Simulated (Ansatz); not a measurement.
**Be₂C: a run for the field gradients**

```yaml
crystal:
  lattice:
    - [0.0, 2.165, 2.165]
    - [2.165, 0.0, 2.165]
    - [2.165, 2.165, 0.0]
  atoms:
    - { symbol: Be, position: [0.25, 0.25, 0.25] }
    - { symbol: Be, position: [0.75, 0.75, 0.75] }
    - { symbol: C, position: [0.0, 0.0, 0.0] }
kpoints:
  mp_grid: { grid: [11, 11, 11] }
scf:
  occupations: { method: fermi_dirac, width: 0.02 }
  max_iter: 80
hamiltonian:
  xc: pbe
  pseudopotentials: { kind: paw, frozen_core: stored }
output:
  forces: true
  stress: true
  populations: true
  efg: { quadrupole_moments_barn: { Be: 0.05288 } }
total_charge: 10
```

```sh
ansatz run input.yaml --threads 1 --pin off --max-ram 3072MiB --backend cpu --events-out ev --progress --plain --runs-dir out
```

Q: What happens when this input is run?

A: The input was rejected before any iteration. The input holds a charge that the system can't hold. The program says:

```
Error: inconsistent input (total_charge): 10 leaves -2.000 electrons of the 8 valence electrons — a charged cell must keep at least one electron
```

Against a sound input the change was `total_charge`: not typed → 10; `scf.max_iter`: not typed → 80.
